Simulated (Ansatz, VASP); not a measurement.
## Two plane-wave programs on Si

```
Si
1.0
     0.00000    2.48808    3.23450
     2.48808    0.00000    3.23450
     2.48808    2.48808    0.00000
Si
2
Direct
  0.50000 0.50000 0.50000
  0.75000 0.75000 0.75000
```

Alike in both runs: task single point; functional LDA; k mesh 10 × 10 × 10; occupations gaussian, width 0.05 eV; no spin polarisation.

```csv
,VASP,Ansatz
version,VASP 6.6.1,Ansatz 0.2.0
potentials or method,"VASP PAW LDA potentials, release 64 (Si)","scalar-relativistic, plane waves, PAW"
plane-wave cutoff (eV),520,420
valence electrons in the cell,8,8
```

|  | VASP | Ansatz | Ansatz less VASP |
| --- | --- | --- | --- |
| gap on the k mesh at the Fermi level (eV) | none | none | - |
| pressure (GPa) | -3.3 | -3.3 | -0.02 |
| largest component of the traceless stress (GPa) | 19.07 | 19.04 | -0.029 |

A gap of «none» marks a metal or a gap that the smearing closes.
